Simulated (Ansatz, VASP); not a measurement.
**Ag: VASP beside Ansatz**

```
Ag
1.0
     0.00000    3.11073    3.11073
     3.11073    0.00000    3.11073
     3.11073    3.11073    0.00000
Ag
2
Direct
  0.50000 0.50000 0.50000
  0.75000 0.75000 0.75000
```

Alike in both runs: functional PBE; k mesh 6 × 6 × 6; occupations gaussian, width 0.1 eV; no spin polarisation.

Ansatz relaxed the structure, and its values are those at the end. VASP's run is a single point on that final structure, the one shown.

```csv
,VASP,Ansatz
version,VASP 6.6.1,Ansatz 0.2.0
potentials or method,"VASP PAW PBE potentials, release 64 (Ag)","scalar-relativistic, plane waves, PAW"
plane-wave cutoff (eV),520,420
valence electrons in the cell,22,38
```

```csv
,VASP,Ansatz,Ansatz less VASP
gap on the k mesh at the Fermi level (eV),none,none,-
pressure (GPa),0.1,0.1,+0.05
```

A gap of «none» marks a metal or a gap that the smearing closes. The two sets of potentials don't hold the same shells in valence.
